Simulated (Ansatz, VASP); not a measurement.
# TaN: VASP beside Ansatz

```xyz
4
Lattice="3.7349 0.0000 0.0000 0.0000 3.7349 0.0000 0.0000 0.0000 4.6499" Properties=species:S:1:pos:R:3 pbc="T T T"
Ta    0.0000    1.8674    0.0000
Ta    1.8674    0.0000    2.3250
N     0.0000    0.0000    1.1625
N     0.0000    0.0000    3.4875
```

The cell comes from a database or a generator and needn't be the stable form of this composition.

Alike in both runs: task single point; functional PBE; k mesh 7 × 7 × 6; occupations fermi-dirac, width 0.05 eV; no spin polarisation.

|  | VASP | Ansatz |
| --- | --- | --- |
| version | VASP 6.6.1 | Ansatz 0.2.0 |
| potentials or method | VASP PAW PBE potentials, release 64 (Ta_pv, N) | Ansatz PAW |
| plane-wave cutoff (eV) | 520 | 420 |
| valence electrons in the cell | 32 | 36 |

|  | VASP | Ansatz | Ansatz less VASP |
| --- | --- | --- | --- |
| gap on the k mesh at the Fermi level (eV) | none | none | - |
| pressure (GPa) | -26.9 | -27.1 | -0.20 |
| largest component of the traceless stress (GPa) | 20.60 | 20.78 | +0.182 |

A gap of «none» marks a metal or a gap that the smearing closes. The two sets of potentials don't hold the same shells in valence.

Caveats: so large a pressure means that the cell lies far from this level's equilibrium, or that cutoff or potentials fall short (VASP); the pressure holds a Pulay correction of +0.3 GPa for the finite cutoff (Ansatz). The runs have no spin-orbit coupling, so splittings on Ta are missing.
